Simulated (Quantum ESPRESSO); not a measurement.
The system is TiSi2.

```
Ti Si
1.0
    -1.47287    1.71213    4.21208
     1.47287   -1.71213    4.21208
     1.47287    1.71213   -4.21208
Ti Si
1 2
Direct
  0.00000 0.00000 0.00000
  0.67008 0.67008 0.00000
  0.32992 0.32992 0.00000
```

The cell comes from a database or a generator and needn't be the stable form of this composition.

```yaml
Program: Quantum ESPRESSO 7.5
Task: Wannier functions
Functional: PBEsol
Potentials_or_basis: PseudoDojo 0.4.1 SR PBEsol standard
Cutoff: 1143 eV
Density_cutoff: 4572 eV
k_mesh: 10 × 10 × 10
Occupations: fermi-dirac, width 0.05 eV
Spin: no spin polarisation
Mixing_beta: 0.5
Most_SCF_iterations: 120
SCF_threshold: 6e-10 Ry
k_mesh_for_the_Wannier_functions: 7 × 7 × 7
Projections: Ti spd, Si sp
```

Start: atomic projections with disentanglement, frozen window up to 1.0 eV over the reference level; the lowest 4 bands are left out. The reference level is the Fermi level, or the middle of the gap.

Task: With atomic projections with disentanglement, how many functions result, how localised are they, and how well do they interpolate the bands?

Result: 17 functions with spreads from 0.98 to 1.80 Å², 22.5 Å² in all; they miss the direct bands by 9 meV (root mean square).

Wannier functions:
```csv
function,nearest atom,distance (Å),spread (Å²),on-site energy from the reference level (eV)
1,1 Ti,0.83,1.79,4.34
2,1 Ti,0.97,1.55,3.31
3,1 Ti,0.83,1.79,4.35
4,1 Ti,0.83,1.80,4.43
5,1 Ti,0.97,1.55,3.31
6,1 Ti,0.00,1.21,1.59
7,1 Ti,0.00,1.30,1.41
8,1 Ti,0.83,1.80,4.44
9,1 Ti,0.00,0.98,1.99
10,2 Si,0.67,1.13,2.87
11,2 Si,0.80,0.99,3.40
12,2 Si,0.67,1.12,2.83
13,2 Si,0.61,1.15,3.30
14,3 Si,0.67,1.12,2.85
15,3 Si,0.80,0.99,3.41
16,3 Si,0.67,1.12,2.84
17,3 Si,0.61,1.15,3.30
```

Parts of the spread (Å²): invariant 17.80, diagonal 0.011, off-diagonal 4.74, total 22.54. Against the direct bands the interpolation misses by 9 meV (root mean square) and 76 meV at most, for states up to 1 eV over the reference level.

Caveat: the Wannier minimisation didn't converge.
